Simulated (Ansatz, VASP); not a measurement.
**Cross-check of BaS between VASP and Ansatz**

One calculation is typed for both programs; each brings its own data sets and cutoff. How far apart do they land?

Program: Ansatz 0.2.0. Level of theory: plane waves, with VASP 6.6.1 beside it; single point at PBE, single point at LDA and single point at PBE, spin-orbit coupling. Results are calculated unless marked as measured.

**1. Set-up**

It takes space group Fm-3m (No. 225, cubic). The conventional cell has a = 6.388 Å, b = 6.388 Å, c = 6.388 Å, α = 90.00°, β = 90.00°, γ = 90.00°. Nearest to Ba lie 6 S at 3.19 Å. Nearest to S lie 6 Ba at 3.19 Å. Farther neighbours and most contacts between anions are not listed.

**2. Ansatz: single point, PBE**

Ansatz runs on its default PAW (the set named soft_2) files.

A single point gives forces, pressure and levels at one fixed geometry, so differences don't come from the geometry; what else differs is listed under the comparison.

The input, input.yaml:

```yaml
crystal:
  lattice:
    - [0.0, 3.19375, 3.19375]
    - [3.19375, 0.0, 3.19375]
    - [3.19375, 3.19375, 0.0]
  atoms:
    - { symbol: Ba, position: [0.0, 0.0, 0.0] }
    - { symbol: S, position: [0.5, 0.5, 0.5] }
hamiltonian:
  xc: pbe
  pseudopotentials: { kind: paw }
kpoints:
  mp_grid: { grid: [6, 6, 6] }
scf:
  occupations: { method: gaussian, width: 0.05 }
  n_extra_bands: 4
output:
  forces: true
  stress: true
  eigenvalues: true
```

Launch:

```bash
ansatz run input.yaml --threads 2 --pin off --max-ram 4608MiB --backend cpu --events-out ev --progress --plain --runs-dir out
```

Numbers of over 12 decimals in the logs are rounded to 6 here.

The program printed:

```text
scf.n_extra_bands = 4 over 8 filled bands (N_el = 16.0): the run solves 12 bands
Engine: ansatz 0.2.0, aarch64-unknown-linux-gnu
Pseudopotentials: kind: paw
Pseudopotential: Ba, paw, valence charge 10, recommended cutoff 420 eV (normal), Ba.paw.azcp
Pseudopotential: S, paw, valence charge 6, recommended cutoff 420 eV (normal), S.paw.azcp
Functional definition: PBE
  parameter kappa = 0.804
  parameter beta = 0.066725
  exchange = pbe_x(kappa = kappa, mu = beta*pi^2/3)
  correlation = pbe_c(beta = beta)
Crystal: 2 atoms, lattice volume = 65.153 Å³
Basis set: ecut = 420 eV, 1243 PW (Γ), exchange–correlation on 64×64×64 points (8 copies of the dense FFT grid, shifted against one another)
Bands: 12, of which v1, the nominal top of the filled ones, is band 8 counted from 1 (7 counted from 0)
Symmetry: 48 space group operations
Space group: Fm-3m (ITA 225), of the structure as read, at distance tolerance 4.0e-5 Å
k-points: 16 of 216
Non-local potential: Ba, projectors of the file, l = 0: 3, l = 1: 2, l = 2: 2, l = 3: 2
Non-local potential: S, projectors of the file, l = 0: 2, l = 1: 2, l = 2: 2
PAW form: soft (Blöchl's): semilocal exchange-correlation on the pseudo side does not see the compensation charge
PAW one-centre angular grid: Ba, 194 points (default); XC on 64 Gauss nodes
PAW one-centre angular grid: S, 110 points (default); XC on 64 Gauss nodes
Initial density: superposition of atomic densities (neutral atoms: chi_scale 0, normalization atom), corrected by the library's trained network
Initial wavefunctions: pseudopotential atomic-orbital guess
Functional: x = pbe(κ = 0.804, μ = 0.219515), c = pbe(β = 0.066725)
SCF iter   1: F=—  HF=-6855.861129 eV  |F-HF|=—  |Δ(HF+E_count)|=         —  Δρ=6.79e-4  dr2=7.15e-4  ethr=1.77e-3  ⟨swp⟩=9.1  Hψ=1560  notcnv=0
preconditioner: auto → none  [insulator: Δε(μ)=2.178 eV  Ē_g=11.940 eV  σ=0.050 eV  W_gap=1.00  n_scr=14 (ndim 8)  ℏωp=17.2 eV  f_vac=0.000  D(μ)=0.00/eV (n_scr^D=0)  ε∞_Penn≈3.1]
SCF iter   2: F=—  HF=-6855.860773 eV  |F-HF|=—  |Δ(HF+E_count)|=   3.56e-4  Δρ=2.09e-4  dr2=2.07e-5  ethr=4.47e-6  ⟨swp⟩=2.3  Hψ=435  notcnv=0
SCF iter   3: F=—  HF=-6855.860783 eV  |F-HF|=—  |Δ(HF+E_count)|=   1.05e-5  Δρ=9.38e-5  dr2=3.93e-6  ethr=1.30e-7  ⟨swp⟩=2.3  Hψ=284  notcnv=0
iter 4 did not close the SCF: its close was put off for the readings that it lacked (scf_convergence_deferred on its scf_iter line)
SCF iter   4: F=-6855.860788 eV  HF=-6855.860788 eV  |F-HF|=4.40e-8  |Δ(HF+E_count)|=   5.12e-6  Δρ=7.11e-6  dr2=2.06e-8  ethr=2.46e-8  ⟨swp⟩=2.9  Hψ=322  notcnv=0
iter 5 did not close the SCF: its close was put off for the readings that it lacked (scf_convergence_deferred on its scf_iter line)
SCF iter   5: F=-6855.860788 eV  HF=-6855.860788 eV  |F-HF|=2.17e-9  |Δ(HF+E_count)|=   4.76e-8  Δρ=1.73e-6  dr2=8.44e-10  ethr=1.29e-10  ⟨swp⟩=2.0  Hψ=312  notcnv=0
SCF iter   6: F=-6855.860788 eV  HF=-6855.860788 eV  |F-HF|=9.09e-13  |Δ(HF+E_count)|=   2.44e-9  Δρ=1.23e-7  dr2=1.23e-11  ethr=5.28e-12  ⟨swp⟩=2.5  Hψ=707  notcnv=0
SCF 1 converged in 6 iterations: F = -6855.860788 eV  dr2 = 1.23e-11
  greatest PAW one-centre occupation: 0.955 electrons in one spin orbital (limit 2), on the Ba atom at site 0 (counted from 0), in its partial waves of l = 0
SCF converged after 6 iterations
Free energy (F): -6855.860788 eV
Harris-Foulkes:  -6855.860788 eV  (|F-HF|=9.09e-13)
Internal energy: -6855.860788 eV  (E = F + TS)
E sigma→0 (E₀):  -6855.860788 eV
Fermi energy:    6.893492 eV
--- Per-component energies (eV) ---
  E_band       = -50.914223
  E_kinetic    = 276.533730
  E_local      = -402.117631  (includes V_loc(G=0)·N_el)
  E_nonlocal   = 85.192253
  E_hartree    = 127.587387
  E_xc         = -266.704281
  E_vxc        = -224.986738  (∫ρ·V_xc dr)
  E_paw        = -5826.114680  (= ΣΔE_a)
  E_vpaw       = -40.710564  (= ΣTr[D̂ρ^β])
  E_aug_tail   = -0.000000  (compensation charges beyond the density's cutoff)
  E_ewald      = -850.237565
  E_smearing   = -0.000000  (= −TS)
  E_closure    = 0.000000  (closes the sum)
  Σ components = -6855.860788   (vs F -6855.860788, Δ=0.00e0)
--- Forces (eV/Å), atoms counted from 1 ---
  atom   1  Ba    -0.00000000     0.00000000     0.00000000
  atom   2  S      0.00000000    -0.00000000     0.00000000
  max |Σ_I F_I| component: 6.41e-30 eV/Å
--- Stress (GPa, compression-positive) ---
        0.835940       0.000000      -0.000000
        0.000000       0.835940      -0.000000
        0.000000       0.000000       0.835940
  P = ⅓ Tr σ = 0.8359 GPa (8.359 kbar)
--- Band table (eV; the first three rows and the last of 16) ---
  k-point 0: bands = [... 4 lower, -4.4988, 5.7906, 5.7906, 5.7906, 9.4800, 9.7567, 9.7567, 9.7567]
  k-point 1: bands = [... 4 lower, -4.0098, 5.1717, 5.4756, 5.4756, 9.7561, 10.1428, 10.1428, 10.4390]
  k-point 2: bands = [... 4 lower, -3.4600, 4.2929, 4.9826, 4.9826, 10.2544, 11.1866, 11.1866, 11.8978]
  k-point 15: bands = [... 4 lower, -3.9748, 4.9472, 5.3350, 5.4636, 9.0414, 11.2951, 12.0527, 12.8147]
```

Wall time 0.82 s (2 threads of Arm Neoverse V1, shared host); peak memory 0.3 GiB; 1.5 s of CPU time.

The run ends at a pressure of 0.84 GPa.

**3. VASP: single point, PBE**

The same cell, functional, mesh and smearing now go to VASP, with its own data sets and cutoff.

Lines of VASP's logs that name or quote its potential files are left out, and so is its time.

The input, INCAR:

```
SYSTEM = BaS
PREC = Accurate
ENCUT = 400
EDIFF = 1E-07
NELM = 100
ISMEAR = 0
SIGMA = 0.05
LREAL = .FALSE.
ALGO = Normal
GGA = PE
NBANDS = 14
LORBIT = 11
LWAVE = .FALSE.
LCHARG = .FALSE.
KPAR = 4
```

The input, POSCAR:

```
BaS
1.0
    0.0000000000      3.1937500000      3.1937500000
    3.1937500000      0.0000000000      3.1937500000
    3.1937500000      3.1937500000      0.0000000000
Ba S
1 1
Direct
    0.0000000000      0.0000000000      0.0000000000
    0.5000000000      0.5000000000      0.5000000000
```

The input, KPOINTS:

```
Automatic mesh
0
Gamma
6 6 6
0 0 0
```

PAW data sets: Ba_sv and S (PBE family, release 64).

Launch:

```bash
mpirun -np 4 vasp_std
```

The program printed:

```text
[banner, memory and clock lines left out]
running    4 mpi-ranks, on    1 nodes
 distrk:  each k-point on    1 cores,    4 groups
 distr:  one band on    1 cores,    1 groups

 POSCAR found type information on POSCAR BaS
 POSCAR found :  2 types and       2 ions
 LDA part: xc-table for (Slater+PW92), standard interpolation
 POSCAR, INCAR and KPOINTS ok, starting setup
 FFT: planning ... GRIDC
 FFT: planning ... GRID_SOFT
 FFT: planning ... GRID
 WAVECAR not read
 entering main loop
       N       E                     dE             d eps       ncg     rms          rms(c)
DAV:   1     0.719183904679E+02    0.71918E+02   -0.59412E+03   448   0.807E+02
DAV:   2    -0.641931413337E+01   -0.78338E+02   -0.70906E+02   642   0.160E+02
DAV:   3    -0.105768576404E+02   -0.41575E+01   -0.41181E+01   582   0.389E+01
DAV:   4    -0.106635982589E+02   -0.86741E-01   -0.86722E-01   566   0.602E+00
DAV:   5    -0.106653334009E+02   -0.17351E-02   -0.17348E-02   588   0.714E-01    0.481E+00
DAV:   6    -0.101658729156E+02    0.49946E+00   -0.82752E-01   526   0.527E+00    0.332E+00
DAV:   7    -0.101689924694E+02   -0.31196E-02   -0.21716E-01   610   0.252E+00    0.213E+00
DAV:   8    -0.101816300455E+02   -0.12638E-01   -0.24047E-02   504   0.106E+00    0.226E-01
DAV:   9    -0.101827965556E+02   -0.11665E-02   -0.39924E-03   568   0.459E-01    0.155E-01
DAV:  10    -0.101836393751E+02   -0.84282E-03   -0.91829E-04   496   0.194E-01    0.446E-02
DAV:  11    -0.101837450354E+02   -0.10566E-03   -0.13441E-04   532   0.689E-02    0.174E-02
DAV:  12    -0.101837489853E+02   -0.39500E-05   -0.73002E-06   550   0.177E-02    0.561E-03
DAV:  13    -0.101837487439E+02    0.24141E-06   -0.81467E-07   532   0.545E-03    0.131E-03
DAV:  14    -0.101837487834E+02   -0.39438E-07   -0.50708E-08   370   0.169E-03
   1 F= -.10183749E+02 E0= -.10183749E+02  d E =-.793705E-12
```

OUTCAR, selected parts (step 3):

```text
ion  position               nearest neighbor table
   1  0.000  0.000  0.000-   2 3.19   2 3.19   2 3.19   2 3.19   2 3.19   2 3.19
   2  0.500  0.500  0.500-   1 3.19   1 3.19   1 3.19   1 3.19   1 3.19   1 3.19

  LATTYP: Found a face centered cubic cell.
 ALAT       =     6.3875000000

 Subroutine GETGRP returns: Found 48 space group operations
 (whereof 48 operations were pure point group operations)

The static configuration has the point symmetry O_h .

 Found     16 irreducible k-points:

   k-points           NKPTS =     16   k-points in BZ     NKDIM =     16   number of bands    NBANDS=     14

   dimension x,y,z NGX =    30 NGY =   30 NGZ =   30
   dimension x,y,z NGXF=    60 NGYF=   60 NGZF=   60

   ENCUT  =  400.0 eV  29.40 Ry    5.42 a.u.   7.37  7.37  7.37*2*pi/ulx,y,z

   NELECT =      16.0000    total number of electrons

 k-points in reciprocal lattice and weights: Automatic mesh
   0.00000000  0.00000000  0.00000000       0.005
   0.16666667  0.00000000  0.00000000       0.037
   0.33333333  0.00000000  0.00000000       0.037
   0.50000000  0.00000000  0.00000000       0.019
   0.16666667  0.16666667  0.00000000       0.028
   0.33333333  0.16666667  0.00000000       0.111
   0.50000000  0.16666667  0.00000000       0.111
  -0.33333333  0.16666667  0.00000000       0.111
  -0.16666667  0.16666667  0.00000000       0.056
[...]
-0.33333333  0.33333333  0.16666667       0.111
  -0.33333333  0.50000000  0.16666667       0.056

 average (electrostatic) potential at core
       1 -36.7257       2 -87.6779

 E-fermi :   1.6780

 k-point     1 :       0.0000    0.0000    0.0000
  band No.  band energies     occupation
    ...
      4      -9.6751      2.00000
      5      -8.9068      2.00000
      6       1.4543      2.00000
      7       1.4543      2.00000
      8       1.4543      2.00000
      9       5.0518      0.00000
     10       5.3222      0.00000
     11       5.3222      0.00000
     12       5.3222      0.00000
     13       6.2489      0.00000
    ...

 k-point     2 :       0.1667    0.0000    0.0000
  band No.  band energies     occupation
    ...
      4      -9.6848      2.00000
      5      -8.4308      2.00000
      6       0.8025      2.00000
      7       1.1110      2.00000
      8       1.1110      2.00000
      9       5.3646      0.00000
     10       5.7308      0.00000
     11       5.7308      0.00000
     12       6.0260      0.00000
     13       7.0269      0.00000
    ...

 k-point     3 :       0.3333    0.0000    0.0000
  band No.  band energies     occupation
    ...
      4      -9.7039      2.00000
      5      -7.8808      2.00000
      6      -0.1121      2.00000
      7       0.5838      2.00000
      8       0.5838      2.00000
      9       5.9208      0.00000
     10       6.8174      0.00000
     11       6.8174      0.00000
     12       7.4794      0.00000
     13       8.7800      0.00000
    ...

  Total        0.5827515      0.5827515      0.5827515      0.0000000      0.0000000      0.0000000
  in kB       14.3304959     14.3304959     14.3304959      0.0000000      0.0000000      0.0000000
  external PRESSURE =      14.3304959 kB  Pullay stress =       0.0000000 kB

  energy-cutoff  :      400.00
  volume of cell :       65.15
      direct lattice vectors                 reciprocal lattice vectors
     0.000000000  3.193750000  3.193750000    -0.156555773  0.156555773  0.156555773
     3.193750000  0.000000000  3.193750000     0.156555773 -0.156555773  0.156555773
     3.193750000  3.193750000  0.000000000     0.156555773  0.156555773 -0.156555773

 POSITION                                       TOTAL-FORCE (eV/Angst)
 -----------------------------------------------------------------------------------
      0.00000      0.00000      0.00000        -0.000000      0.000000      0.000000
      3.19375      3.19375      3.19375         0.000000     -0.000000     -0.000000
 -----------------------------------------------------------------------------------
    total drift:                               -0.000000      0.000000      0.000000

  FREE ENERGIE OF THE ION-ELECTRON SYSTEM (eV)
  ---------------------------------------------------
  free  energy   TOTEN  =       -10.1837487834 eV

  energy  without entropy=      -10.1837487834  energy(sigma->0) =      -10.18374878

 total charge
# of ion       s       p       d       tot
------------------------------------------
    1        2.010   5.620   0.277   7.908
    2        1.321   2.429   0.000   3.750
--------------------------------------------------
tot          3.332   8.048   0.277  11.657

[... 3 further parts left out ...]
```

Harder data sets than Ba_sv exist (the GW ones), and pressures, volumes and forces can shift noticeably with them.

**4. Side by side**

Known differences besides the potentials themselves: the cutoff is 420 eV in Ansatz and 400 eV in VASP; VASP leaves aspherical gradient terms in its spheres out (LASPH is not set), Ansatz keeps them. Total energies have different zeros and are not compared.

The two programs side by side:

| quantity | Ansatz | VASP | difference |
| --- | --- | --- | --- |
| pressure (GPa) | 0.84 | 1.43 | -0.60 |
| gap on the k mesh (eV) | 2.206 | 2.107 | +0.099 |

A gap on the mesh is an upper bound, since the band edges may lie between its points.

**5. What the set-up changes**

Further runs change the set-up of one program: Ansatz's method, potentials or start, or VASP's data sets, cutoff or form of LDA. The table gives Ansatz less VASP for each quantity, since a change that brings one quantity closer may part another.

| run | pressure (GPa) | gap on the k mesh (eV) |
| --- | --- | --- |
| as above | -0.60 | 0.099 |
| Ansatz's larger PAW set (cutoff 580 eV) | -0.61 | 0.10 |
| norm-conserving potentials (cutoff 770 eV) | -0.62 | 0.10 |

**6. Ansatz: single point, LDA**

With cell and atoms fixed, the geometry can't cause a difference; cores, projectors, grids and the points listed under the comparison can.

Changes to input.yaml since step 2:

```diff
@@ -9,6 +9,6 @@
 hamiltonian:
-  xc: pbe
+  xc: lda
   pseudopotentials: { kind: paw }
 kpoints:
-  mp_grid: { grid: [6, 6, 6] }
+  mp_grid: { grid: [9, 9, 9] }
 scf:
```

Launch:

```bash
ansatz run input.yaml --threads 2 --pin off --max-ram 4608MiB --backend cpu --events-out ev --progress --plain --runs-dir out
```

The program printed:

```text
[...]
Crystal: 2 atoms, lattice volume = 65.153 Å³
Basis set: ecut = 420 eV, 1243 PW (Γ)
Bands: 12, of which v1, the nominal top of the filled ones, is band 8 counted from 1 (7 counted from 0)
Symmetry: 48 space group operations
[...]
k-points: 35 of 729
[...]
P = ⅓ Tr σ = -2.4729 GPa (-24.729 kbar)
--- Band table (eV; the first three rows and the last of 35) ---
  k-point 0: bands = [... 4 lower, -4.7302, 5.5341, 5.5341, 5.5341, 8.9170, 9.3417, 9.3417, 9.3417]
  k-point 1: bands = [... 4 lower, -4.4479, 5.1932, 5.3735, 5.3735, 9.2611, 9.4647, 9.5189, 9.5189]
  k-point 2: bands = [... 4 lower, -4.0195, 4.5370, 5.0282, 5.0282, 9.4028, 10.0224, 10.0224, 10.4818]
  k-point 34: bands = [... 4 lower, -4.0459, 4.4296, 4.9893, 5.1088, 9.3171, 10.1264, 11.7705, 12.5008]
[key lines of the parts left out:]
SCF converged after 6 iterations
Free energy (F): -6653.430595 eV
Fermi energy:    6.554932 eV
```

Run time: 1.3 s. Hardware: 2 threads; peak memory 0.32 GiB.

The run ends at a pressure of -2.47 GPa.

**7. VASP: single point, LDA**

The same cell, functional (in two slightly different forms), mesh and smearing now go to VASP, with its own data sets and cutoff.

Changes to INCAR since step 3:

```diff
@@ -9,5 +9,4 @@
 ALGO = Normal
-GGA = PE
-NBANDS = 14
-LORBIT = 11
+GGA = CA
+NBANDS = 40
 LWAVE = .FALSE.
@@ -15 +14,4 @@
 KPAR = 4
+LOPTICS = .TRUE.
+NEDOS = 2000
+CSHIFT = 0.15
```

POSCAR is that of step 3.

The input, KPOINTS:

```
Automatic mesh
0
Gamma
9 9 9
0 0 0
```

Launch:

```bash
mpirun -np 4 vasp_std
```

The program printed:

```text
[banner, memory and clock lines left out]
running    4 mpi-ranks, on    1 nodes
[...]
|                                                                             |
|               ----> ADVICE to this user running VASP <----                  |
|                                                                             |
|     You enforced a specific xc type in the INCAR file but a different       |
|     [... a line on the potential file left out ...]
|     I HOPE YOU KNOW WHAT YOU ARE DOING!                                     |
|                                                                             |

 LDA part: xc-table for (Slater(with rela. corr.)+CA(PZ))
 , standard interpolation
 POSCAR, INCAR and KPOINTS ok, starting setup
[...]
entering main loop
       N       E                     dE             d eps       ncg     rms          rms(c)
DAV:   1     0.620167898322E+02    0.62017E+02   -0.47915E+03  2800   0.284E+02
DAV:   2    -0.935327476583E+01   -0.71370E+02   -0.66965E+02  3568   0.875E+01
DAV:   3    -0.117029610523E+02   -0.23497E+01   -0.23216E+01  3536   0.135E+01
DAV:   4    -0.117229512025E+02   -0.19990E-01   -0.19985E-01  3376   0.128E+00
[...]
DAV:  11    -0.112324116896E+02   -0.18647E-05   -0.84392E-06  3592   0.793E-03    0.458E-03
DAV:  12    -0.112324119361E+02   -0.24649E-06   -0.17861E-07  3336   0.183E-03    0.158E-03
DAV:  13    -0.112324119080E+02    0.28053E-07   -0.81121E-08  3360   0.873E-04
   1 F= -.11232412E+02 E0= -.11232412E+02  d E =-.114032E-11
 optical routines
 imaginary and real dielectric function
 recalculating local potential from charge density
 direction            1
 direction            2
 direction            3
```

Parts of OUTCAR (step 7):

```text
  Total       -0.7144499     -0.7144499     -0.7144499      0.0000000      0.0000000     -0.0000000
  in kB      -17.5691051    -17.5691051    -17.5691051      0.0000000      0.0000000     -0.0000000
  external PRESSURE =     -17.5691051 kB  Pullay stress =       0.0000000 kB

 POSITION                                       TOTAL-FORCE (eV/Angst)
 -----------------------------------------------------------------------------------
      0.00000      0.00000      0.00000        -0.000000     -0.000000      0.000000
      3.19375      3.19375      3.19375         0.000000      0.000000     -0.000000
 -----------------------------------------------------------------------------------
    total drift:                               -0.000000      0.000000      0.000000

  FREE ENERGIE OF THE ION-ELECTRON SYSTEM (eV)
  ---------------------------------------------------
  free  energy   TOTEN  =       -11.2324119080 eV

  energy  without entropy=      -11.2324119080  energy(sigma->0) =      -11.23241191

[... 1 part as in an earlier step ...]

[... 2 further parts left out ...]
[key lines of the parts left out:]
E-fermi :   1.4282
```

**8. Side by side**

What differs besides the data sets and the points named for the pairs above, as far as they apply: the two LDA forms differ slightly; Ansatz makes its cores anew for this functional, VASP keeps those of its PBE data sets; VASP's log shows a relativistic correction to its local exchange, Ansatz's none. Total energies have different zeros and are not compared.

Both answers:

| quantity | Ansatz | VASP | difference |
| --- | --- | --- | --- |
| pressure (GPa) | -2.47 | -1.76 | -0.72 |
| gap on the k mesh (eV) | 2.043 | 1.936 | +0.107 |

A gap on the mesh is an upper bound, since the band edges may lie between its points.

**9. What the set-up changes**

Further runs change the set-up of one program: Ansatz's method, potentials or start, or VASP's data sets, cutoff or form of LDA. The table gives Ansatz less VASP for each quantity, since a change that brings one quantity closer may part another.

| run | pressure (GPa) | gap on the k mesh (eV) |
| --- | --- | --- |
| as above | -0.72 | 0.11 |
| cores kept as stored | -0.66 | 0.10 |
| Ansatz's larger PAW set (cutoff 580 eV) | -0.73 | 0.11 |
| norm-conserving potentials (cutoff 770 eV) | -0.77 | 0.11 |

[end of part 1 of 2]

[Lines on the potential files, build, host, timing and source positions are cut from VASP's logs without a mark.]

[Logs are printed without paths, hosts, clocks, repeated set-up lines and the standing remarks that a program may print on its own settings, such as how far it seeks lower states.]

[Hosts, paths, dates, database ids (printed as entryN), source tags and the programs' standing remarks are cut or masked in the printed files.]
